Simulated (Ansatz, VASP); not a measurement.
# One calculation of BAs, two programs

```
B As
1.0
     2.87447    0.00000    0.00000
     0.00000    2.87447    0.00000
     0.00000    0.00000    2.87447
B As
1 1
Direct
  0.50000 0.50000 0.50000
  0.00000 0.00000 0.00000
```

Change from the starting cell: volume scaled by 0.94.

Alike in both runs: task single point; functional PBE; k mesh 9 × 9 × 9; occupations fermi-dirac, width 0.05 eV; no spin polarisation.

|  | VASP | Ansatz |
| --- | --- | --- |
| version | VASP 6.6.1 | Ansatz 0.2.0 |
| potentials or method | VASP PAW PBE potentials, release 64 (B, As) | Ansatz PAW |
| plane-wave cutoff (eV) | 520 | 420 |
| valence electrons in the cell | 8 | 18 |

Ansatz gave:

| Item | Value |
| --- | --- |
| gap on the k mesh at the Fermi level (eV) | none |
| pressure (GPa) | 7.6 |

Question: Which values does VASP return?

Answer: gap on the k mesh at the Fermi level (eV): none; pressure (GPa): 7.9.

A gap of «none» marks a metal or a gap that the smearing closes. With one functional, cell and mesh, what is left measures potentials, basis and numerics. The two sets of potentials don't hold the same shells in valence.
